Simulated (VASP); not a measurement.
A run of VASP 6.6.1:

File INCAR:

```
SYSTEM = Ir
ALGO = Fast
EDIFF = 1E-6
ENCUT = 520
GGA = PS
ISIF = 2
ISMEAR = 0
LASPH = .True.
LCHARG = .True.
LELF = .True.
LREAL = .False.
LVHAR = .True.
LWAVE = .False.
NBANDS = 66
NELM = 100
PREC = Accurate
SIGMA = 0.1
```

Contents of KPOINTS:

```
k-points
0
Gamma
  6 6 6
  0 0 0
```

The input POSCAR:

```
Ir
1.0
    3.1392882422      1.8124689117      5.3537489552
   -3.1392882422      1.8124689117      5.3537489552
    0.0000000000     -3.6249378233      5.3537489552
Ir
12
Direct
    0.0101900000      0.6536100000      0.0101900000
    0.0101900000      0.0101900000      0.6536100000
    0.6536100000      0.0101900000      0.0101900000
    0.9898100000      0.3463900000      0.9898100000
    0.3463900000      0.9898100000      0.9898100000
    0.9898100000      0.9898100000      0.3463900000
    0.2211800000      0.6306000000      0.2211800000
    0.2211800000      0.2211800000      0.6306000000
    0.6306000000      0.2211800000      0.2211800000
    0.7788200000      0.3694000000      0.7788200000
    0.3694000000      0.7788200000      0.7788200000
    0.7788200000      0.7788200000      0.3694000000
```

Potentials or basis: VASP PAW PBE potentials, release 64 (Ir).

Command:

```console
$ cat potpaw_PBE.64/Ir/POTCAR > POTCAR
$ mpirun -np 1 vasp_std > vasp.out
```

Hardware: 1 thread of Intel(R) Xeon(R) Platinum 8488C (Sapphire Rapids), on a shared host.

Problem. How long does it take, and how much memory?

Solution. Run time: 12 min on 1 thread of Intel(R) Xeon(R) Platinum 8488C (Sapphire Rapids), with other jobs on the host, peak memory 0.48 GiB. Counts: scf iterations 18, k points 32.
